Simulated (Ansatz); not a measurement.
# Hf (fcc type) under strong compression

```
Hf
1.0
     0.00000    2.24364    2.24364
     2.24364    0.00000    2.24364
     2.24364    2.24364    0.00000
Hf
1
Direct
  0.00000 0.00000 0.00000
```

The cell comes from a relaxation on PAW files under the same functional, begun from a prototype that needn't be the stable phase.

Its volume is scaled at fixed shape and fractional positions.

All numbers are PBE results (scalar-relativistic) from Ansatz 0.2.0, with a Γ-centred 16×16×16 k mesh, Fermi–Dirac smearing of 0.1 eV, no spin polarisation. Methods: LAPW: all electrons, basis error target 1 meV/atom; PAW: frozen-core files, cutoff 420 eV; crystal datasets: all electrons, by PAW datasets that the program makes for each cell; norm-conserving: pseudopotentials, cutoff 1143 eV; PAW (cutoff 1000 eV): frozen-core files, cutoff 1000 eV.

Energies are extrapolated to zero smearing and count from the unscaled cell; pressure is positive in compression; gaps take the mesh and a band path. No temperature or zero-point motion is included.

Spin–orbit coupling is left out, which matters for the heavy atoms.

```csv
V/V0,V (Å³/atom),P LAPW (GPa),ΔE LAPW (eV/atom),P PAW − LAPW (GPa),ΔE PAW − LAPW (meV/atom)
1.00,22.59,0.02,0.000,-0.02,0.0
0.92,20.78,9.70,0.049,-0.03,-0.3
0.84,18.97,23.6,0.230,-0.06,-0.7
0.76,17.17,44.0,0.600,-0.08,-1.5
0.68,15.36,?,1.254,-0.09,-2.4
0.60,13.55,124.0,?,-0.18,-3.7
0.52,11.75,207.2,4.173,-0.34,-6.5
0.45,10.16,335.6,6.792,-0.62,-11.1
```

Fill in "ΔE LAPW (eV/atom)" for the row "0.60".

2.351.

Give the missing entry: row "0.68", column "P LAPW (GPa)".

74.9.

Fit the Vinet equation to the LAPW pressures over the whole range, with residuals weighted by 1/(|P| + 0.03·Pmax).

V0 = 22.62 Å³/atom, B0 = 92.7 GPa and B0′ = 4.08, and the fit misses no point by more than 8.7 GPa. A fit over so wide a range pins B0 less well than one near rest.

At the smallest volume, how far do crystal datasets and norm-conserving and PAW (cutoff 1000 eV) lie from LAPW in pressure?

crystal datasets: 0.00 GPa; norm-conserving: -1.01 GPa; PAW (cutoff 1000 eV): -1.06 GPa, on a LAPW pressure of 335.6 GPa.

How do the Löwdin populations by LAPW change from the unscaled cell to the last row?

Hf 5s 1.96 → 1.85, Hf 6s 0.84 → 0.43, Hf 5p 5.98 → 5.79, Hf 5d 3.14 → 3.95 electrons an atom. These are projections on the shells that the free atoms fill; 0.08 e a cell lies outside them at the start and 0.03 e at the end.
